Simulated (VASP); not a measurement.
Pt:

```
Pt
1.0
     0.00000    1.96090    1.96090
     1.96090    0.00000    1.96090
     1.96090    1.96090    0.00000
Pt
1
Direct
  0.00000 0.00000 0.00000
```

| Property | Result |
| --- | --- |
| Program | VASP 6.6.1 |
| Task | relaxation of cell and atoms |
| Functional | PBE |
| Potentials or basis | VASP PAW PBE potentials, release 64 (Pt) |
| Cutoff | 580 eV |
| k mesh | 12 × 12 × 12 |
| Occupations | fermi-dirac, width 0.05 eV |
| Spin | no spin polarisation |

At the start: pressure 9.8 GPa; volume 15.08 Å³/atom.

Task: Where does the relaxation end?

Result: Over 4 steps the energy falls by 16.0 meV/atom and the volume is 15.63 Å³/atom (+3.6 %); space group Fm-3m (No. 225, to 0.05 Å).

Step by step:
```
step  energy change (eV)  largest force (eV/Å)  pressure (GPa)  volume (Å³)
   1              0.0000                0.0000            9.81        15.08
   2              0.0825                0.0000          -18.17        17.19
   3             -0.0160                0.0000           -0.29        15.65
   4             -0.0160                0.0000           -0.04        15.63
```

Final structure:
```xyz
1
Lattice="0.0000 1.9844 1.9844 1.9844 0.0000 1.9844 1.9844 1.9844 0.0000" Properties=species:S:1:pos:R:3 pbc="T T T"
Pt    0.0000    0.0000    0.0000
```
